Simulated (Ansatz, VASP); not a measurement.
## One calculation of GaN, two programs

```
Ga N
1.0
     0.00000    2.16336    2.43378
     2.16336    0.00000    2.43378
     2.16336    2.16336    0.00000
Ga N
1 1
Direct
  0.00000 0.00000 0.00000
  0.75000 0.75000 0.75000
```

Change from the starting cell: strain -0.040 along x and y, +0.080 along z, atoms carried along.

Alike in both runs: task single point; functional PBEsol; k mesh 10 × 10 × 10; occupations gaussian, width 0.05 eV; no spin polarisation.

```csv
,VASP,Ansatz
version,VASP 6.6.1,Ansatz 0.2.0
potentials or method,"VASP PAW PBE potentials, release 64 (Ga_d, N)","scalar-relativistic, plane waves, PAW"
plane-wave cutoff (eV),520,420
valence electrons in the cell,18,18
```

|  | VASP | Ansatz | Ansatz less VASP |
| --- | --- | --- | --- |
| gap on the k mesh at the Fermi level (eV) | 1.42 | 1.41 | -0.018 |
| least direct gap on the mesh (eV) | 1.42 | 1.41 | -0.018 |
| pressure (GPa) | -1.3 | -1.1 | +0.19 |
| largest component of the traceless stress (GPa) | 12.78 | 12.71 | -0.073 |

Caveats: the PAW data sets were made with another functional, which shifts forces and pressure a little (VASP).
